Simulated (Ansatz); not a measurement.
# Bi in Ansatz: the effect of functional

The system is Bi.

```
Bi
1.0
     3.41738   -3.06863    0.00000
     3.41738    3.06863    0.00000
    -1.23451    0.00000    3.04999
Bi
2
Direct
  0.75306 0.75306 0.85738
  0.24694 0.24694 0.14262
```

This isn't the form of Bi at room conditions, which is rhombohedral.

The cell isn't the ideal one: volume scaled by 0.94.

Alike in all runs:

| Property | Result |
| --- | --- |
| Program | Ansatz 0.2.0 |
| Task | single point |
| Potentials or basis | Ansatz PAW |
| k mesh | 6 × 6 × 9 |
| Occupations | fermi-dirac, width 0.05 eV |
| Spin | no spin polarisation |

```csv
functional,cutoff,pressure (GPa)
LDA,420 eV (not typed: the program's choice for these potentials),?
PBEsol,420 eV (not typed: the program's choice for these potentials),0.7
r2SCAN,500 eV (not typed: the program's choice for these potentials),2.7
```

Problem. What does the run with functional LDA give?

Solution. Pressure -0.7 GPa.

Caveats: the PAW data sets come from PBE, with cores solved anew for the run's functional, which leaves a small shift of forces and pressure.
